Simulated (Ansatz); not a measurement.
# What a change of settings does to a run on Pb

The structure is an experimental refinement, used without relaxation. It is an old determination, and later ones may differ.

First run: DFT, PBE, all-electron LAPW, Dirac equation with spin-orbit coupling (Ansatz 0.2.0).

Command: `ansatz run input.yaml --threads 1 --pin off --max-ram 2048MiB --backend cpu --events-out ev --progress --plain --runs-dir out` The run took 34 s on 1 thread of AMD EPYC 9R45 96-Core Processor (Zen 5) (shared host), peak memory 0.61 GiB.

```yaml
crystal:
  lattice:
    - [0.0, 2.4698, 2.4698]
    - [2.4698, 0.0, 2.4698]
    - [2.4698, 2.4698, 0.0]
  atoms:
    - { symbol: Pb, position: [0.0, 0.0, 0.0] }
kpoints:
  mp_grid: { grid: [13, 13, 13] }
  band_path:
    path:
      - [0.0, 0.0, 0.0]
      - [0.5, 0.0, 0.5]
      - [0.625, 0.25, 0.625]
      - [0.375, 0.375, 0.75]
      - [0.0, 0.0, 0.0]
      - [0.5, 0.5, 0.5]
      - [0.5, 0.25, 0.75]
      - [0.5, 0.0, 0.5]
    npoints: 5
scf:
  occupations: { method: fermi_dirac, width: 0.08 }
hamiltonian:
  xc: pbe
  pseudopotentials: { kind: all_electron, lapw: { basis_error: 0.00025 } }
output:
  forces: true
  stress: true
  eigenvalues: true
magnetization:
  noncollinear: true
  spin_orbit: true
```

Result: converged; pressure 2.91 GPa; no gap on the k mesh; 7 SCF iterations.

The input is then changed:

```diff
@@ -7,5 +7,5 @@
     - { symbol: Pb, position: [0.0, 0.0, 0.0] }
 kpoints:
-  mp_grid: { grid: [13, 13, 13] }
+  mp_grid: { grid: [10, 10, 10] }
   band_path:
     path:
@@ -21,7 +21,9 @@
 scf:
   occupations: { method: fermi_dirac, width: 0.08 }
+  algorithm: direct_min
 hamiltonian:
   xc: pbe
   pseudopotentials: { kind: all_electron, lapw: { basis_error: 0.00025 } }
+  dispersion: d4
 output:
   forces: true
```

Problem. Predict the outcome of the changed run.

Solution. It converged; pressure 0.53 GPa; no gap on the k mesh; 5 SCF iterations. Some of these settings are too coarse for converged properties.

The results part of its log:

```
SCF 1 converged in 5 iterations: F = -569338.511846 eV  dr2 = 3.40e-12
NSCF: frozen V_eff on 36 k-points
SCF converged after 5 iterations
Stability not checked: this state was not tested for a lower state beside it, because a direct minimisation reached the state, and no test of it is asked (direct_minimisation; see scf.lower_state_search)
Magnetization: |M| = 0.0000 μB,  M = (+0.0000, +0.0000, +0.0000) μB
Absolute magnetization: 0.0000 μB (∫|m|)
  site 0: m = (+0.0000, +0.0000, +0.0000) μB, |m| = 0.0000 μB  (R = 1.75 Å)
Free energy (F): -569338.511846 eV
Harris-Foulkes:  -569338.511846 eV  (|F-HF|=1.05e-9)
Internal energy: -569338.500427 eV  (E = F + TS)
E sigma→0 (E₀):  -569338.506137 eV
Entropy (-TS):   -0.011419 eV (-11.419 meV/atom)
Fermi energy:    15.646018 eV
--- Per-component energies (eV) ---
  E_band       = -2189.251247
  E_kinetic    = 662027.614780
  E_xc         = -10619.870403
  E_electrostatic = -1220745.811188  (all electrons and nuclei)
  E_disp       = -0.433616  (pairwise vdW)
  E_smearing   = -0.011419  (= −TS)
  E_closure    = 0.000000  (closes the sum)
  Σ components = -569338.511846   (vs F -569338.511846, Δ=0.00e0)
  Basis errors (estimates in eV, not in F): energy 5.1e-5 per atom: plane waves 5.0e-5 (2.5e-5 summed), levels above the bands 9.2e-63, relativity 9.3e-8, radial functions 9.0e-7, core shells 1.2e-9; eigenvalues (radial functions only) 1.0e-5; not estimated: angular momenta, meshes, grids; target (lapw.basis_error) 2.5e-4; muffin-tin radii Pb 1.746 Å
--- Forces (eV/Å), atoms counted from 1 ---
  atom   1  Pb     0.00000000     0.00000000    -0.00000000
  max |Σ_I F_I| component: 7.11e-26 eV/Å
--- Stress (GPa, compression-positive) ---
        0.526117      -0.000000       0.000000
       -0.000000       0.526117       0.000000
        0.000000       0.000000       0.526117
  P = ⅓ Tr σ = 0.5261 GPa (5.261 kbar)
--- Band table (eV; the first three rows and the last of 47) ---
  k-point 0: bands = ["-123.4606", "-123.4606", "-115.1038", "-115.1038", "-115.1038", "-115.1038", "-115.1036", "-115.1036", "-110.0731", "-110.0731", "-110.0730", "-110.0730", "-110.0730", "-110.0730", "-110.0728", "-110.0728", "-82.0102", "-82.0102", "-59.6801", "-59.6801", "-59.6801", "-59.6801", "-2.6542", "-2.6542", "-2.6542", "-2.6542", "-0.1628", "-0.1628", "-0.0625", "-0.0625", "-0.0625", "-0.0625", "4.0417", "4.0417", "20.8349", "20.8349", "24.1603", "24.1603", "24.1603", "24.1603", "25.5690", "25.5690", "27.2811", "27.2811"]
  k-point 1: bands = ["-123.4606", "-123.4606", "-115.1038", "-115.1038", "-115.1038", "-115.1038", "-115.1036", "-115.1036", "-110.0731", "-110.0731", "-110.0730", "-110.0730", "-110.0730", "-110.0730", "-110.0728", "-110.0728", "-82.0103", "-82.0103", "-59.6805", "-59.6805", "-59.6802", "-59.6802", "-2.6525", "-2.6525", "-2.6460", "-2.6460", "-0.1519", "-0.1519", "-0.0699", "-0.0699", "-0.0492", "-0.0492", "4.2350", "4.2350", "20.0624", "20.0624", "22.6878", "22.6878", "23.8849", "23.8849", "25.2468", "25.2468", "28.0871", "28.0871"]
  k-point 2: bands = ["-123.4606", "-123.4606", "-115.1038", "-115.1038", "-115.1038", "-115.1038", "-115.1036", "-115.1036", "-110.0731", "-110.0731", "-110.0730", "-110.0730", "-110.0730", "-110.0730", "-110.0728", "-110.0728", "-82.0104", "-82.0104", "-59.6814", "-59.6814", "-59.6804", "-59.6804", "-2.6486", "-2.6486", "-2.6256", "-2.6256", "-0.1272", "-0.1272", "-0.0866", "-0.0866", "-0.0131", "-0.0131", "4.8157", "4.8157", "17.6785", "17.6785", "21.5189", "21.5189", "23.3119", "23.3119", "24.9239", "24.9239", "27.9614", "27.9614"]
  k-point 46: bands = ["-123.4605", "-123.4605", "-115.1038", "-115.1038", "-115.1038", "-115.1038", "-115.1036", "-115.1036", "-110.0731", "-110.0731", "-110.0730", "-110.0730", "-110.0730", "-110.0730", "-110.0728", "-110.0728", "-82.0108", "-82.0108", "-59.6838", "-59.6838", "-59.6827", "-59.6827", "-2.6065", "-2.6065", "-2.5810", "-2.5810", "-0.1207", "-0.1207", "-0.0211", "-0.0211", "0.0891", "0.0891", "9.2570", "9.2570", "13.3627", "13.3627", "15.1588", "15.1588", "16.3054", "16.3054", "25.5243", "25.5243", "26.5410", "26.5410"]
```
